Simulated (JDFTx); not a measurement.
Input of a JDFTx 1.7.0 (patched build) run:

The input Ru.in:

```
lattice \
    5.1132209480    -2.5566104740     0.0000000000 \
    0.0000000000     4.4281792362     0.0000000000 \
    0.0000000000     0.0000000000     8.0916182930
coords-type Lattice
ion Ru     0.6723620000     0.3438460000     0.7451840000 1
ion Ru     0.3215740000     0.6804310000     0.2436670000 1

ion-species pseudo/Ru.upf
elec-cutoff 42 336
elec-ex-corr gga-PBE
kpoint-folding 11 11 6
elec-smearing Fermi 0.0018374661
elec-n-bands 23
electronic-SCF nIterations 100 energyDiffThreshold 1e-09
electronic-minimize nIterations 30 energyDiffThreshold 1e-7
converge-empty-states yes
forces-output-coords Cartesian

dump-name run.$VAR
dump End Ecomponents EigStats BandEigs Kpoints Forces Stress
```

Potentials or basis: PseudoDojo-SR-PBE-0.5-standard.

Launch:

```bash
$ jdftx -c 1 -i Ru.in -o Ru.out
```

Task: What does it give for the band gap on the k mesh?

Result: None (metal or under the smearing width).

Task: Predict the largest force.

Result: 0.352 eV/Å.

Task: What does it give for the pressure?

Result: 5.3 GPa.

Stress tensor (GPa, compression positive):
```
 4.97  1.04  0.05
 1.04  5.36 -0.01
 0.05 -0.01  5.50
```
